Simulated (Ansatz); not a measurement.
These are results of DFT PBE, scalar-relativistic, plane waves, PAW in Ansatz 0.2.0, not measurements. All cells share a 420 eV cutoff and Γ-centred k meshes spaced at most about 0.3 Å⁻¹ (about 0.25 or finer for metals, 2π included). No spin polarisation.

All energies are static (0 K, no zero-point motion).

Two forms of Li₃H₈ were relaxed alike.

1.

```
Li H
1.0
     2.10082    1.21291    5.06008
    -2.10082    1.21291    5.06008
     0.00000   -2.42582    5.06008
Li H
3 8
Direct
  0.58594 0.58594 0.58594
  0.41406 0.41406 0.41406
  0.00000 0.00000 0.00000
  0.00000 0.00000 0.50000
  0.50000 0.00000 0.00000
  0.00000 0.50000 0.00000
  0.83300 0.83300 0.83300
  0.16700 0.16700 0.16700
  0.50000 0.50000 0.00000
  0.00000 0.50000 0.50000
  0.50000 0.00000 0.50000
```

2.

```
Li H
1.0
     2.96466    1.71165    5.17440
    -2.96466    1.71165    5.17440
     0.00000   -3.42330    5.17440
Li H
3 8
Direct
  0.50000 0.50000 0.00000
  0.00000 0.50000 0.50000
  0.50000 0.00000 0.50000
  0.00412 0.55700 0.00412
  0.00412 0.00412 0.55700
  0.55700 0.00412 0.00412
  0.99588 0.44300 0.99588
  0.44300 0.99588 0.99588
  0.99588 0.99588 0.44300
  0.64843 0.64843 0.64843
  0.35157 0.35157 0.35157
```

Question: Which is lower in energy, and by how much?

Answer: Cell 2 is lower, by 0.35 eV/atom. Cell 1 has space group R-3m (No. 166), 7.0 Å³/atom and no gap on its mesh; cell 2 has space group R-3m (No. 166), 14.3 Å³/atom and no gap. Counting H atoms around Li (those within 1.25 times the shortest such distance or 1.15 times the sum of covalent radii; a plus sign parts nearer from farther groups; a slash parts the counts of unlike sites), cell 1 has Li 3/6+2 and cell 2 has Li 2. Cell 2 holds H–H pairs as short as in free H₂ molecules (shortest 0.77 Å); in cell 1 the shortest H–H distance is 1.21 Å. Both come from invented guesses.

No dispersion correction is applied, so the spacing and binding between layers, chains or molecules are poorly described (R-3m at 14.3 Å³/atom), and this can change margins and order among such cells. With hydrogen, zero-point motion can shift such differences by 10 meV/atom or more. Cells relaxed within their symmetry can be saddle points.
